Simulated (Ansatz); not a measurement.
# BAs (F-43m) in Ansatz: settings compared

The runs below take BAs through single point, relaxation of cell and atoms, with PBE, PBE+D3(BJ), PBE+D4.

Program: Ansatz 0.2.0. These are calculated values, not measurements. Logs are shortened: lines on timing, memory, paths and dates and some standing lists are left out, and cuts for length are marked.

## (1) Starting point

The structure is cubic, space group F-43m (No. 216). The conventional cell has a = 4.777 Å, b = 4.777 Å, c = 4.777 Å, α = 90.00°, β = 90.00°, γ = 90.00°. As (site symmetry -43m) has 4 B at 2.07 Å as nearest neighbours. B (site symmetry -43m) is surrounded by 4 As at 2.07 Å.

## (2) Single point, PBE

input.yaml

```yaml
crystal:
  lattice:
    - [0.0, 2.3885, 2.3885]
    - [2.3885, 0.0, 2.3885]
    - [2.3885, 2.3885, 0.0]
  atoms:
    - { symbol: As, position: [0.75, 0.75, 0.75] }
    - { symbol: B, position: [0.0, 0.0, 0.0] }
hamiltonian:
  xc: pbe
  pseudopotentials: { kind: paw }
kpoints:
  mp_grid: { grid: [10, 10, 10] }
scf:
  occupations: { method: gaussian, width: 0.026 }
output:
  forces: true
  stress: true
  eigenvalues: true
  write_density: true
  write_potential: true
  elf: true
  volumetric_format: npy
```

Potentials or basis: Ansatz PAW.

Launch:

```
ansatz run input.yaml --threads 2 --pin off --max-ram 5632MiB --backend cpu --events-out ev --progress --plain --runs-dir out
```

Log:

```text
Warning: RAYON_NUM_THREADS=2 ignored (pool sized by the plan → 2); use --threads N
Engine: ansatz 0.2.0, x86_64-unknown-linux-gnu
Pseudopotentials: kind: paw
Pseudopotential: As, paw, valence charge 15, recommended cutoff 420 eV (normal), As.paw.azcp
Pseudopotential: B, paw, valence charge 3, recommended cutoff 420 eV (normal), B.paw.azcp
Functional definition: PBE
  parameter kappa = 0.804
  parameter beta = 0.06672455060314922
  exchange = pbe_x(kappa = kappa, mu = beta*pi^2/3)
  correlation = pbe_c(beta = beta)
Crystal: 2 atoms, lattice volume = 27.252 Å³
Basis set: ecut = 420 eV, 531 PW (Γ), exchange–correlation on 48×48×48 points (8 copies of the dense FFT grid, shifted against one another)
Bands: 13, of which v1, the nominal top of the filled ones, is band 9 counted from 1 (8 counted from 0)
Symmetry: 24 space group operations
Space group: F-43m (ITA 216), of the structure as read, at distance tolerance 3.0e-5 Å
k-points: 47 of 1000 (time reversal used)
Non-local potential: As, projectors of the file, l = 0: 2, l = 1: 2, l = 2: 3, l = 3: 1
Non-local potential: B, projectors of the file, l = 0: 2, l = 1: 2, l = 2: 1
PAW form: soft (Blöchl's): semilocal exchange-correlation on the pseudo side does not see the compensation charge
PAW one-centre angular grid: As, 590 points (default); XC on 64 Gauss nodes
PAW one-centre angular grid: B, 110 points (default); XC on 64 Gauss nodes
Initial density: superposition of atomic densities (neutral atoms: chi_scale 0, normalization atom), corrected by the library's trained network
Initial wavefunctions: pseudopotential atomic-orbital guess
Functional: x = pbe(κ = 0.804, μ = 0.2195149727645171), c = pbe(β = 0.06672455060314922)
SCF iter   1: F=—  HF=-5012.100132 eV  |F-HF|=—  |Δ(HF+E_count)|=         —  Δρ=7.95e-4  dr2=1.01e-4  ethr=1.77e-3  ⟨swp⟩=6.0  Hψ=3405  notcnv=0
preconditioner: auto → none  [insulator: Δε(μ)=1.185 eV  Ē_g=12.413 eV  σ=0.026 eV  W_gap=1.00  n_scr=8 (ndim 8)  ℏωp=20.1 eV  f_vac=0.001  D(μ)=0.00/eV (n_scr^D=0)  ε∞_Penn≈3.6]
SCF iter   2: F=—  HF=-5012.100233 eV  |F-HF|=—  |Δ(HF+E_count)|=   1.01e-4  Δρ=4.43e-4  dr2=3.17e-5  ethr=5.61e-7  ⟨swp⟩=2.9  Hψ=1518  notcnv=0
SCF iter   3: F=—  HF=-5012.100259 eV  |F-HF|=—  |Δ(HF+E_count)|=   2.59e-5  Δρ=2.44e-4  dr2=5.51e-6  ethr=1.76e-7  ⟨swp⟩=2.2  Hψ=979  notcnv=0
SCF iter   4: F=—  HF=-5012.100282 eV  |F-HF|=—  |Δ(HF+E_count)|=   2.34e-5  Δρ=4.80e-5  dr2=7.15e-7  ethr=3.06e-8  ⟨swp⟩=2.8  Hψ=1034  notcnv=0
iter 5 did not close the SCF: its close was put off for the readings that it lacked (scf_convergence_deferred on its scf_iter line)
SCF iter   5: F=-5012.100282 eV  HF=-5012.100282 eV  |F-HF|=4.08e-8  |Δ(HF+E_count)|=   1.10e-8  Δρ=1.49e-5  dr2=6.28e-8  ethr=3.97e-9  ⟨swp⟩=2.0  Hψ=1033  notcnv=0
SCF iter   6: F=-5012.100282 eV  HF=-5012.100282 eV  |F-HF|=1.02e-8  |Δ(HF+E_count)|=   4.28e-9  Δρ=5.22e-6  dr2=6.42e-9  ethr=3.49e-10  ⟨swp⟩=5.0  Hψ=2970  notcnv=0
SCF 1 converged in 6 iterations: F = -5012.100282 eV  dr2 = 6.42e-9
SCF converged after 6 iterations
Free energy (F): -5012.100282 eV
Harris-Foulkes:  -5012.100282 eV  (|F-HF|=1.02e-8)
Internal energy: -5012.100282 eV  (E = F + TS)
E sigma→0 (E₀):  -5012.100282 eV
Fermi energy:    11.717675 eV
--- Per-component energies (eV) ---
  E_band       = -210.288441
  E_kinetic    = 152.077916
  E_local      = -1693.918658  (includes V_loc(G=0)·N_el)
  E_nonlocal   = -657.791826
  E_hartree    = 940.035471
  E_xc         = -111.431444
  E_vxc        = -117.663125  (∫ρ·V_xc dr)
  E_paw        = -1915.296751  (= ΣΔE_a)
  E_vpaw       = 226.939731  (= ΣTr[D̂ρ^β])
  E_aug_tail   = 0.000007  (compensation charges beyond the density's cutoff)
  E_ewald      = -1725.774997
  E_smearing   = -0.000000  (= −TS)
  E_closure    = -0.000000  (closes the sum)
  Σ components = -5012.100282   (vs F -5012.100282, Δ=0.00e0)
--- Forces (eV/Å), atoms counted from 1 ---
  atom   1  As    -0.00000000     0.00000000     0.00000000
  atom   2  B     -0.00000000     0.00000000     0.00000000
  max |Σ_I F_I| component: 4.81e-16 eV/Å
--- Stress (GPa, compression-positive) ---
        2.768970      -0.000000      -0.000000
        0.000000       2.768970       0.000000
       -0.000000       0.000000       2.768970
  P = ⅓ Tr σ = 2.7690 GPa (27.690 kbar)
--- Band table (eV; the first three rows and the last of 47) ---
  k-point 0: bands = ["-24.6853", "-24.6853", "-24.6853", "-24.6630", "-24.6630", "-4.2776", "11.1258", "11.1258", "11.1258", "14.4068", "14.4068", "14.4068", "15.7993"]
  k-point 1: bands = ["-24.6850", "-24.6845", "-24.6845", "-24.6629", "-24.6629", "-4.1133", "9.7311", "10.8247", "10.8247", "14.5513", "14.8042", "14.8042", "16.6770"]
  k-point 2: bands = ["-24.6842", "-24.6827", "-24.6827", "-24.6626", "-24.6626", "-3.6289", "7.3682", "10.2508", "10.2508", "14.3338", "15.5229", "15.5229", "18.3088"]
  k-point 46: bands = ["-24.6837", "-24.6763", "-24.6697", "-24.6661", "-24.6595", "0.0472", "3.0160", "5.7739", "6.0280", "15.6618", "15.9932", "18.9577", "19.0721"]
```

Wall time 1.7 s (2 threads of Intel Xeon at 2.70GHz, shared host); peak memory 0.33 GiB.

Results:

```yaml
Free_energy: -5012.1003 eV
Pressure: 2.8 GPa
Band_gap_on_the_k_mesh: 1.18 eV, indirect (least direct gap 3.28 eV)
```

Levels at points of the mesh, in eV from the valence-band top:
```csv
k point,band 7,band 8,band 9,band 10,band 11,band 12
"(0.00, 0.00, 0.00)",0.00,0.00,0.00,3.28,3.28,3.28
"(0.00, 0.00, -0.50)",-8.78,-1.82,-1.82,2.69,4.79,4.79
"(0.00, -0.50, -0.50)",-8.52,-4.07,-4.07,1.44,1.45,11.39
```

A k mesh can miss the band edges. PBE gaps usually lie below the measured ones, often by a third to a half.

## (3) Single point, PBE

input.yaml: that of step 2 with these lines changed.

```diff
@@ -14,3 +14,3 @@
 scf:
-  occupations: { method: gaussian, width: 0.026 }
+  occupations: { method: gaussian, width: 0.027 }
 output:
```

Potentials or basis: Ansatz PAW.

Launch:

```
ansatz run input.yaml --threads 2 --pin off --max-ram 5632MiB --backend cpu --events-out ev --progress --plain --runs-dir out
```

Log:

```text
Warning: RAYON_NUM_THREADS=2 ignored (pool sized by the plan → 2); use --threads N
Engine: ansatz 0.2.0, x86_64-unknown-linux-gnu
Pseudopotentials: kind: paw
Pseudopotential: As, paw, valence charge 15, recommended cutoff 420 eV (normal), As.paw.azcp
Pseudopotential: B, paw, valence charge 3, recommended cutoff 420 eV (normal), B.paw.azcp
Functional definition: PBE
  parameter kappa = 0.804
  parameter beta = 0.06672455060314922
  exchange = pbe_x(kappa = kappa, mu = beta*pi^2/3)
  correlation = pbe_c(beta = beta)
Crystal: 2 atoms, lattice volume = 27.252 Å³
Basis set: ecut = 420 eV, 531 PW (Γ), exchange–correlation on 48×48×48 points (8 copies of the dense FFT grid, shifted against one another)
Bands: 13, of which v1, the nominal top of the filled ones, is band 9 counted from 1 (8 counted from 0)
Symmetry: 24 space group operations
Space group: F-43m (ITA 216), of the structure as read, at distance tolerance 3.0e-5 Å
k-points: 47 of 1000 (time reversal used)
Non-local potential: As, projectors of the file, l = 0: 2, l = 1: 2, l = 2: 3, l = 3: 1
Non-local potential: B, projectors of the file, l = 0: 2, l = 1: 2, l = 2: 1
PAW form: soft (Blöchl's): semilocal exchange-correlation on the pseudo side does not see the compensation charge
PAW one-centre angular grid: As, 590 points (default); XC on 64 Gauss nodes
PAW one-centre angular grid: B, 110 points (default); XC on 64 Gauss nodes
Initial density: superposition of atomic densities (neutral atoms: chi_scale 0, normalization atom), corrected by the library's trained network
Initial wavefunctions: pseudopotential atomic-orbital guess
Functional: x = pbe(κ = 0.804, μ = 0.2195149727645171), c = pbe(β = 0.06672455060314922)
SCF iter   1: F=—  HF=-5012.100135 eV  |F-HF|=—  |Δ(HF+E_count)|=         —  Δρ=7.95e-4  dr2=1.01e-4  ethr=1.77e-3  ⟨swp⟩=6.0  Hψ=3410  notcnv=0
preconditioner: auto → none  [insulator: Δε(μ)=1.185 eV  Ē_g=12.413 eV  σ=0.027 eV  W_gap=1.00  n_scr=8 (ndim 8)  ℏωp=20.1 eV  f_vac=0.001  D(μ)=0.00/eV (n_scr^D=0)  ε∞_Penn≈3.6]
SCF iter   2: F=—  HF=-5012.100233 eV  |F-HF|=—  |Δ(HF+E_count)|=   9.80e-5  Δρ=4.43e-4  dr2=3.18e-5  ethr=5.63e-7  ⟨swp⟩=2.9  Hψ=1508  notcnv=0
SCF iter   3: F=—  HF=-5012.100259 eV  |F-HF|=—  |Δ(HF+E_count)|=   2.57e-5  Δρ=2.44e-4  dr2=5.49e-6  ethr=1.77e-7  ⟨swp⟩=2.3  Hψ=977  notcnv=0
SCF iter   4: F=—  HF=-5012.100282 eV  |F-HF|=—  |Δ(HF+E_count)|=   2.35e-5  Δρ=4.82e-5  dr2=7.33e-7  ethr=3.05e-8  ⟨swp⟩=2.7  Hψ=1034  notcnv=0
iter 5 did not close the SCF: its close was put off for the readings that it lacked (scf_convergence_deferred on its scf_iter line)
SCF iter   5: F=-5012.100282 eV  HF=-5012.100282 eV  |F-HF|=3.78e-8  |Δ(HF+E_count)|=   2.20e-9  Δρ=1.43e-5  dr2=5.93e-8  ethr=4.07e-9  ⟨swp⟩=2.0  Hψ=1035  notcnv=0
SCF iter   6: F=-5012.100282 eV  HF=-5012.100282 eV  |F-HF|=1.03e-8  |Δ(HF+E_count)|=   3.23e-9  Δρ=5.13e-6  dr2=6.39e-9  ethr=3.30e-10  ⟨swp⟩=5.1  Hψ=2955  notcnv=0
SCF 1 converged in 6 iterations: F = -5012.100282 eV  dr2 = 6.39e-9
SCF converged after 6 iterations
Free energy (F): -5012.100282 eV
Harris-Foulkes:  -5012.100282 eV  (|F-HF|=1.03e-8)
Internal energy: -5012.100282 eV  (E = F + TS)
E sigma→0 (E₀):  -5012.100282 eV
Fermi energy:    11.717659 eV
--- Per-component energies (eV) ---
  E_band       = -210.288446
  E_kinetic    = 152.077915
  E_local      = -1693.918668  (includes V_loc(G=0)·N_el)
  E_nonlocal   = -657.791833
  E_hartree    = 940.035483
  E_xc         = -111.431445
  E_vxc        = -117.663126  (∫ρ·V_xc dr)
  E_paw        = -1915.296745  (= ΣΔE_a)
  E_vpaw       = 226.939743  (= ΣTr[D̂ρ^β])
  E_aug_tail   = 0.000007  (compensation charges beyond the density's cutoff)
  E_ewald      = -1725.774997
  E_smearing   = -0.000000  (= −TS)
  E_closure    = 0.000000  (closes the sum)
  Σ components = -5012.100282   (vs F -5012.100282, Δ=0.00e0)
--- Forces (eV/Å), atoms counted from 1 ---
  atom   1  As     0.00000000     0.00000000     0.00000000
  atom   2  B     -0.00000000     0.00000000    -0.00000000
  max |Σ_I F_I| component: 4.81e-16 eV/Å
--- Stress (GPa, compression-positive) ---
        2.768976      -0.000000       0.000000
       -0.000000       2.768976       0.000000
       -0.000000       0.000000       2.768976
  P = ⅓ Tr σ = 2.7690 GPa (27.690 kbar)
--- Band table (eV; the first three rows and the last of 47) ---
  k-point 0: bands = ["-24.6853", "-24.6853", "-24.6853", "-24.6630", "-24.6630", "-4.2776", "11.1258", "11.1258", "11.1258", "14.4068", "14.4068", "14.4068", "15.7993"]
  k-point 1: bands = ["-24.6850", "-24.6845", "-24.6845", "-24.6629", "-24.6629", "-4.1133", "9.7311", "10.8247", "10.8247", "14.5513", "14.8042", "14.8042", "16.6770"]
  k-point 2: bands = ["-24.6842", "-24.6827", "-24.6827", "-24.6626", "-24.6626", "-3.6289", "7.3682", "10.2508", "10.2508", "14.3338", "15.5229", "15.5229", "18.3088"]
  k-point 46: bands = ["-24.6837", "-24.6763", "-24.6697", "-24.6661", "-24.6595", "0.0472", "3.0160", "5.7739", "6.0280", "15.6618", "15.9932", "18.9577", "19.0721"]
```

rho_z.tsv:

```text
# z_ang	rho[e/angstrom^3]
# format = ansatz-planar-average/11
# lattice	0.000000000	2.388500000	2.388500000
# lattice	2.388500000	0.000000000	2.388500000
# lattice	2.388500000	2.388500000	0.000000000
# sites	2
# site	33	3.582750000	3.582750000	3.582750000
# site	5	0.000000000	0.000000000	0.000000000
0.000000	4.552541e-1
0.140744	3.769012e-1
0.281487	3.229799e-1
0.422231	2.804779e-1
0.562975	2.446519e-1
0.703719	2.151346e-1
0.844462	1.929814e-1
0.985206	1.792833e-1
1.125950	1.745885e-1
1.266693	1.789074e-1
1.407437	1.926861e-1
1.548181	2.201557e-1
1.688925	2.753811e-1
1.829668	3.876227e-1
1.970412	5.970604e-1
2.111156	9.272510e-1
2.251899	1.338207e0
2.392643	1.705217e0
2.533387	1.874705e0
2.674131	1.773449e0
2.814874	1.466310e0
2.955618	1.099051e0
3.096362	7.910843e-1
3.237105	5.824387e-1
```

v_z.tsv:

```text
# z_ang	v_es[eV]	v_tot[eV]
# format = ansatz-planar-average/11
# xc	pbe
# density_cutoff_ev	1680
# datasets	As=:simpson_from_first_knot:soft	B=:simpson_from_first_knot:soft
# lattice	0.000000000	2.388500000	2.388500000
# lattice	2.388500000	0.000000000	2.388500000
# lattice	2.388500000	2.388500000	0.000000000
# sites	2
# site	33	3.582750000	3.582750000	3.582750000
# site	5	0.000000000	0.000000000	0.000000000
0.000000	7.203837e-1	-1.122929e1
0.140744	2.094326e0	-9.313842e0
0.281487	4.119573e0	-6.654597e0
0.422231	6.333009e0	-3.802242e0
0.562975	8.393070e0	-1.169250e0
0.703719	1.010539e1	1.043885e0
0.844462	1.128649e1	2.627385e0
0.985206	1.187856e1	3.489415e0
1.125950	1.200336e1	3.743348e0
1.266693	1.169269e1	3.411743e0
1.407437	1.085220e1	2.395692e0
1.548181	9.630828e0	8.587614e-1
1.688925	8.416655e0	-7.968783e-1
1.829668	7.558008e0	-2.227292e0
1.970412	7.176175e0	-3.284282e0
2.111156	7.159901e0	-3.987267e0
2.251899	7.273797e0	-4.487677e0
2.392643	7.268011e0	-4.999250e0
2.533387	6.848604e0	-5.797972e0
2.674131	5.795103e0	-7.088409e0
2.814874	4.187995e0	-8.778533e0
2.955618	2.412936e0	-1.049305e1
3.096362	9.804379e-1	-1.173232e1
3.237105	3.341688e-1	-1.205265e1
```

It took 2.1 s on 2 threads of Intel Xeon at 2.70GHz, shared host; peak memory 0.33 GiB.

What came out:

| Quantity | Value |
| --- | --- |
| Free energy | -5012.1003 eV |
| Pressure | 2.8 GPa |
| Band gap on the k mesh | 1.18 eV, indirect (least direct gap 3.28 eV) |

A k mesh can miss the band edges. A hybrid or GW would open this gap; PBE tends to underestimate it.

## (4) Single point, PBE

input.yaml: that of step 3 with these lines changed.

```diff
@@ -14,3 +14,3 @@
 scf:
-  occupations: { method: gaussian, width: 0.027 }
+  occupations: { method: gaussian, width: 0.028 }
 output:
@@ -19,5 +19 @@
   eigenvalues: true
-  write_density: true
-  write_potential: true
-  elf: true
-  volumetric_format: npy
```

Launch:

```
ansatz run input.yaml --threads 2 --pin off --max-ram 5632MiB --backend cpu --events-out ev --progress --plain --runs-dir out
```

Run time: 1.4 s. Hardware: 2 threads of Intel Xeon at 2.70GHz, shared host; peak memory 0.32 GiB.

The run converged. Its results:

```yaml
Free_energy: -5012.1003 eV
Pressure: 2.8 GPa
Band_gap_on_the_k_mesh: 1.18 eV, indirect (least direct gap 3.28 eV)
```

Levels at points of the mesh, in eV from the valence-band top:
| k point | band 7 | band 8 | band 9 | band 10 | band 11 | band 12 |
| --- | --- | --- | --- | --- | --- | --- |
| (0.00, 0.00, 0.00) | 0.00 | 0.00 | 0.00 | 3.28 | 3.28 | 3.28 |
| (0.00, 0.00, -0.50) | -8.78 | -1.82 | -1.82 | 2.69 | 4.79 | 4.79 |
| (0.00, -0.50, -0.50) | -8.52 | -4.07 | -4.07 | 1.44 | 1.45 | 11.39 |

A k mesh can miss the band edges.

(Part 1 of 2 ends here.)
